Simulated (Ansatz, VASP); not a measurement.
Two plane-wave programs on TaC2

```
Ta C
1.0
     2.98051    0.00000    0.00000
    -1.49025    2.58120    0.00000
     0.00000    0.00000    5.06079
Ta C
1 2
Cartesian
  0.0000 0.0000 0.0000
  0.0000 1.7208 1.2915
  1.4903 0.8604 3.7693
```

Change from the starting cell: species swapped into the TiSe2 type (P-3m1, No. 164).

Alike in both runs: task single point; functional PBE; k mesh 6 × 6 × 4; occupations gaussian, width 0.1 eV; no spin polarisation.

|  | VASP | Ansatz |
| --- | --- | --- |
| version | VASP 6.6.1 | Ansatz 0.2.0 |
| potentials or method | VASP PAW PBE potentials, release 64 (Ta_pv, C) | scalar-relativistic, plane waves, PAW |
| plane-wave cutoff (eV) | 520 | 420 |
| valence electrons in the cell | 19 | 21 |

|  | VASP | Ansatz | Ansatz less VASP |
| --- | --- | --- | --- |
| gap on the k mesh at the Fermi level (eV) | none | none | - |
| pressure (GPa) | 10.7 | 10.2 | -0.53 |
| largest component of the traceless stress (GPa) | 21.32 | 21.33 | +0.012 |
| rms of the force components (eV/Å) | 0.485 | 0.510 | +0.0255 |

Atom by atom the forces differ by 0.025 eV/Å (rms over components). A gap of «none» marks a metal or a gap that the smearing closes. The two sets of potentials don't hold the same shells in valence.

Caveats: the k mesh is coarse (spacing up to 0.41 Å⁻¹), so the values aren't converged; forces of over 1 eV/Å show positions far from the minimum, so gaps and moduli don't describe the material at rest. Spin-orbit coupling is left out, which matters for the levels of Ta.
